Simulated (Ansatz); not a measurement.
**Indium, beta-Sn type under revPBE: structure, energy and stiffness**

Aim: take indium in the beta-Sn type structure, relax it, solve it on a dense k-mesh, then scale the cell to 7 volumes from 88 to 112 % of the relaxed one and try a fit of the equation of state. Spin polarisation is left out. The k-meshes are 11×11×8 for the relaxation; 19×19×17 for the dense run; 13×13×11 for the volumes.

Program: Ansatz 0.2.0. Level of theory: DFT revPBE, plane waves (420 eV) with PAW, scalar-relativistic; PBE-made PAW files. These are calculated values, not measurements.

## (1) The system as given

Symmetry: I4_1/amd, No. 141, tetragonal system. Conventional cell: a = 5.859 Å, b = 5.859 Å, c = 3.199 Å, α = 90.00°, β = 90.00°, γ = 90.00°. In (site symmetry -4m2) has 6 In at 3.04 to 3.20 Å as nearest neighbours.

Structure file:

```cif
data_structure
_symmetry_space_group_name_H-M 'I4_1/amd:1'
_symmetry_Int_Tables_number 141
_cell_length_a 5.8588
_cell_length_b 5.8588
_cell_length_c 3.1989
_cell_angle_alpha 90.000
_cell_angle_beta 90.000
_cell_angle_gamma 90.000
_cell_volume 109.80
loop_
_atom_site_label
_atom_site_type_symbol
_atom_site_symmetry_multiplicity
_atom_site_Wyckoff_symbol
_atom_site_fract_x
_atom_site_fract_y
_atom_site_fract_z
_atom_site_occupancy
In1 In 4 a 0.00000 0.00000 0.00000 1
```

## (2) Relaxation of the cell

The input, input.yaml:

```yaml
crystal:
  lattice:
    - [-2.9293900315, 2.9293900315, 1.5994469572]
    - [2.9293900315, -2.9293900315, 1.5994469572]
    - [2.9293900315, 2.9293900315, -1.5994469572]
  atoms:
    - { symbol: In, position: [0.0, 0.0, 0.0] }
    - { symbol: In, position: [0.75, 0.25, 0.5] }
hamiltonian:
  xc: revpbe
  pseudopotentials:
    kind: paw
    azcp:
      In: "pseudopotentials/In.paw.azcp"
basis:
  ecutwfc: 420
  fft_grid_basis: typed
kpoints:
  mp_grid: { grid: [11, 11, 8], shift: [0, 0, 0] }
magnetization:
  spin_polarized: false
scf:
  occupations: { method: fermi_dirac, width: 0.1 }
relax:
  max_steps: 60
  f_tol: 0.01
  cell: {}
```

The runs that follow: Single point on a dense mesh; The cell scaled to 88 % of its volume; The cell scaled to 92 % of its volume; The cell scaled to 96 % of its volume; The cell scaled to 100 % of its volume; The cell scaled to 104 % of its volume; The cell scaled to 108 % of its volume; The cell scaled to 112 % of its volume.

Q: Predict the outcome of this session. Wanted: space group; conventional cell; volume; shortest distance; gap on the mesh; relative to body-centred tetragonal; V₀, B₀, B₀′.

The runs gave:

| quantity | value |
| --- | --- |
| space group (spins left aside) | C2/c (No. 15) |
| conventional cell | a = 3.270 Å, b = 11.257 Å, c = 3.461 Å, β = 116.52° |
| volume | 28.497 Å³/atom |
| shortest distance | 3.270 Å |
| gap on the mesh | none (levels filled in part) |
| relative to body-centred tetragonal | +8 meV/atom |
| V₀, B₀, B₀′ | 28.489 Å³/atom, 31 GPa, 5.2 |

**Reading.** The relaxation enlarged the cell by 3.8 % in volume. What began as beta-Sn type has relaxed into C2/c. What follows belongs to that structure, not to the type named at the start. The mesh has less symmetry than the lattice, which may have let the distortion in. Against the reference form of indium (body-centred tetragonal, computed apart with the same settings) it stands 8 meV/atom higher. No gap shows: it is a metal or semimetal at this level. The fitted modulus is 31 GPa; letting shape and positions relax at each volume could only lower it.
